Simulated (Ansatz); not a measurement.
The system is FeO (Wuestite).

```xyz
2
Lattice="0.0000 2.1554 2.1554 2.1554 0.0000 2.1554 2.1554 2.1554 0.0000" Properties=species:S:1:pos:R:3 pbc="T T T"
Fe    0.0000    0.0000    0.0000
O     2.1554    2.1554    2.1554
```

Base run:

| Item | Value |
| --- | --- |
| Program | Ansatz 0.2.0 |
| Functional | PBE |
| Potentials or basis | all-electron LAPW, scalar-relativistic |
| Cutoff | 349 eV (chosen from the basis error) |
| Basis error allowed | 0.001 eV/atom |
| k mesh | 11 × 11 × 11 |
| Occupations | fermi-dirac, width 0.05 eV |
| Spin | collinear spin, ferromagnetic start |
| Starting moments | [3.0, 0.0] μB |

Its results: pressure -0.3 GPa; net moment 4.00 μB per cell; site moments Fe +3.62; O +0.32 μB.

Question: The run is repeated on the same cell with these changes: functional from PBE to PBEsol. What comes out?

Answer: Pressure -8.6 GPa; net moment 4.00 μB per cell; site moments Fe +3.62; O +0.32 μB.

PBEsol binds more tightly than PBE, so the same cell stands under less pressure.

Caveats: a cell with one magnetic atom can't hold antiferromagnetic order, which such compounds often take.
